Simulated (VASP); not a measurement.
Write the native input for VASP 6.6.1 that does the following.

- Task: single point
- Functional: PBEsol
- Potentials or basis: VASP PAW PBE potentials, release 64 (Os)
- Cutoff: 520 eV
- k mesh: 18 × 18 × 18
- Occupations: gaussian, width 0.1 eV
- Spin: no spin polarisation
- Further INCAR settings: ALGO = Fast; EDIFF = 1e-07; NBANDS = 10

The structure of Os lies in POSCAR:

```
Os
1.0
    0.0000000000      1.9129311800      1.9129311800
    1.9129311800      0.0000000000      1.9129311800
    1.9129311800      1.9129311800      0.0000000000
Os
1
Direct
    0.0000000000      0.0000000000      0.0000000000
```

This isn't the form of Os at room conditions, which is hcp.

The input as run:

INCAR

```
SYSTEM = Os
PREC = Accurate
ENCUT = 520
EDIFF = 1E-7
ISMEAR = 0
SIGMA = 0.1
LREAL = .FALSE.
LASPH = .TRUE.
NELM = 60
ALGO = Fast
ISIF = 2
LWAVE = .FALSE.
LCHARG = .FALSE.
GGA = PS
NBANDS = 10
```

KPOINTS

```
regular mesh
0
G
  18 18 18
  0 0 0
```

Potentials or basis: VASP PAW PBE potentials, release 64 (Os).

Command:

```console
$ cat potpaw_PBE.64/Os/POTCAR > POTCAR
$ mpirun -np 1 vasp_std > vasp.out
```

Results of the run:

* Pressure: -1.3 GPa
* Band gap on the k mesh: none (metal or under the smearing width)

Caveat: the PAW data sets were made with another functional, which shifts forces and pressure a little.

Run time: 12 s on 1 thread of Intel(R) Xeon(R) 6975P-C (Granite Rapids) (shared host), peak memory 0.14 GiB.
